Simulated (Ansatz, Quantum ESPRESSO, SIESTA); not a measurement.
# InSe: 4 runs at one level of theory

```
CELL_PARAMETERS angstrom
4.04733 0.00000 0.00000
-2.02366 3.50509 0.00000
0.00000 0.00000 18.05206
ATOMIC_POSITIONS crystal
In 0.33333 0.66667 0.07739
In 0.33333 0.66667 0.92261
In 0.00000 0.00000 0.42261
In 0.00000 0.00000 0.57739
Se 0.33333 0.66667 0.35298
Se 0.33333 0.66667 0.64702
Se 0.66667 0.33333 0.14700
Se 0.66667 0.33333 0.85300
```

Measurements of this composition are mostly on another form, of space group No. 160.

Alike in all runs: task band structure; functional PBEsol; k mesh 8 × 8 × 2; occupations fermi-dirac, width 0.05 eV; no spin polarisation; no spin-orbit coupling. Pressure is positive in compression and, in plane waves, holds the error of the finite cutoff, which Ansatz's Pulay term estimates and takes out. Gaps are the smaller of the mesh's and the band path's.

```
                                                                                      program and potentials  plane-wave cutoff (eV)                                                                                                                              notes  band gap (eV)  pressure (GPa)  largest force (eV/Å)
                                                                                          Ansatz, Ansatz PAW                     420  potentials made for PBE, which Ansatz adapts in part; 14.5 valence electrons an atom on average; Pulay term of +0.03 GPa included           0.64           -0.79                 0.061
                                                                           Quantum ESPRESSO, GBRV 1.5 PBEsol                     762                                                                                           9.5 valence electrons an atom on average           0.62           -0.93                 0.067
SIESTA, files PseudoDojo sr-pbesol-0.4.1-standard, DZP (energy shift 0.003 Ry; two zetas on semicore shells)                       -                                                                            atomic basis; 14.5 valence electrons an atom on average           0.66           -0.03                 0.303
                                                              Ansatz, all-electron LAPW, scalar-relativistic                       -                                                                                                                                  -           0.64           -0.78                 0.061
```

Force on atom 1 (In), eV/Å:

```
                                                                                      program and potentials      x      y       z
                                                                                          Ansatz, Ansatz PAW  0.000  0.000  -0.061
                                                                           Quantum ESPRESSO, GBRV 1.5 PBEsol  0.000  0.000  -0.067
SIESTA, files PseudoDojo sr-pbesol-0.4.1-standard, DZP (energy shift 0.003 Ry; two zetas on semicore shells)  0.000  0.000  -0.301
                                                              Ansatz, all-electron LAPW, scalar-relativistic  0.000  0.000  -0.061
```

The band gap spans 0.62 (Quantum ESPRESSO, GBRV 1.5 PBEsol) to 0.66 eV (SIESTA, files PseudoDojo sr-pbesol-0.4.1-standard, DZP (energy shift 0.003 Ry; two zetas on semicore shells)), with all-electron results at 0.64. The pressure spans -0.93 (Quantum ESPRESSO, GBRV 1.5 PBEsol) to -0.03 GPa (SIESTA, files PseudoDojo sr-pbesol-0.4.1-standard, DZP (energy shift 0.003 Ry; two zetas on semicore shells)), with all-electron results at -0.78. Spin-orbit coupling, left out here, moves the band edges of heavy atoms. Rows in atomic bases carry the error of their basis and grid, which can be large.

The functional is the same throughout but for its coding, so the spread measures potentials, basis and numerics; runs on potential files found faulty are left out.
